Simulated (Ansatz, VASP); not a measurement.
Two plane-wave programs on GeSe7

```
Ge Se
1.0
     0.00000    4.35429    4.35429
     4.35429    0.00000    4.35429
     4.35429    4.35429    0.00000
Ge Se
1 7
Direct
  0.00000 0.00000 0.00000
  0.50000 0.50000 0.50000
  0.00000 0.00000 0.50000
  0.50000 0.00000 0.50000
  0.00000 0.50000 0.50000
  0.50000 0.50000 0.00000
  0.00000 0.50000 0.00000
  0.50000 0.00000 0.00000
```

Change from the starting cell: species swapped into the Mg7Sc type (Fm-3m, No. 225).

Alike in both runs: functional PBE; k mesh 4 × 4 × 4; occupations gaussian, width 0.1 eV; no spin polarisation.

Ansatz relaxed the structure, and its values are those at the end. VASP's run is a single point on that final structure, the one shown.

|  | VASP | Ansatz |
| --- | --- | --- |
| version | VASP 6.6.1 | Ansatz 0.2.0 |
| potentials or method | VASP PAW PBE potentials, release 64 (Ge_d, Se) | scalar-relativistic, plane waves, PAW |
| plane-wave cutoff (eV) | 520 | 420 |
| valence electrons in the cell | 56 | 126 |

|  | VASP | Ansatz | Ansatz less VASP |
| --- | --- | --- | --- |
| gap on the k mesh at the Fermi level (eV) | none | none | - |
| pressure (GPa) | 0.0 | 0.0 | +0.01 |

A gap of «none» marks a metal or a gap that the smearing closes. The two sets of potentials don't hold the same shells in valence.
